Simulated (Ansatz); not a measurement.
# A trial form of AlN

All numbers below come from Ansatz 0.2.0, DFT PBE, scalar-relativistic, plane waves, PAW. Cutoff 420 eV, Gaussian smearing, Γ-centred meshes. Cell and atoms relax first on a coarse mesh and then on a finer one. In between, the cell is made exact in the group found at 0.06 Å. In metals the finer mesh still leaves noise of several meV/atom or more. The steps can't lower the symmetry of their start. No spin polarisation in the relaxation; trial moments died out in a coarse test.

The cell of AlN is invented: 5-connected net, two elements spread over the vertices (C2, No. 5). Its size is a rough estimate.

```
Al N
1.0
     1.91969   -4.48073    0.00000
     1.91969    4.48073    0.00000
    -1.91969    0.00000    3.66736
Al N
3 3
Direct
  0.12723 0.12723 0.25447
  0.87277 0.87277 0.74553
  0.35414 0.64586 0.50000
  0.14586 0.85414 0.50000
  0.64586 0.35414 0.50000
  0.85414 0.14586 0.50000
```

Formation energies are uncorrected and refer to the elements' standard structures at the same level (N₂ as a molecule).

Problem. Which structure results?

Solution. The symmetry stays C2 (No. 5). The volume per atom grows by 43.5 %, from 10.5 to 15.1 Å³. The shortest distance goes from 1.85 Å (Al–N and Al–Al) to 1.82 Å (N–N). The energy falls by about 2.2 eV/atom (the start's value is from the coarse mesh). The end is written in a standard setting, so origin, axes and order of atoms can differ from the start's. Conventional cell: a = 3.422 Å, b = 11.031 Å, c = 4.814 Å, β = 94.8°. Around Al on a site of symmetry 1 lie 3 N at 1.93–2.02 Å; around Al on a site of symmetry 2 lie 3 N at 1.82–1.90 Å; N on its first site is surrounded by 2 N at 1.82 Å and 3 Al at 1.82–1.93 Å; around N on its second site lie 2 N at 1.82 Å and 2 Al at 1.93 Å; around N on its third site lie 2 Al at 1.90 Å and 2 Al at 2.02 Å.

```
Al N
1.0
     1.71076   -5.51542    0.00000
     1.71076    5.51542    0.00000
    -0.40437    0.00000    4.79650
Al N
3 3
Direct
  0.64499 0.69584 0.76414
  0.30416 0.35501 0.23586
  0.18457 0.81543 0.50000
  0.35000 0.65000 0.50000
  0.90570 0.09430 0.50000
  0.61058 0.38942 0.50000
```

Problem. Give its energy and gap.

Solution. The energy over the elements is +0.13 eV/atom. The gap on the 12×12×8 mesh of the 6-atom cell is 0 eV (a metal).

The separate elements lie lower, so it is unstable against them.

The last run used Gaussian smearing of 0.10 eV. The zero gap may come from the functional, which often closes small gaps. A structure relaxed within its symmetry needn't be a true minimum. Another cell of AlN relaxed alike, in P3m1, lies 1.49 eV/atom lower, so this cell isn't the stable form at this level.
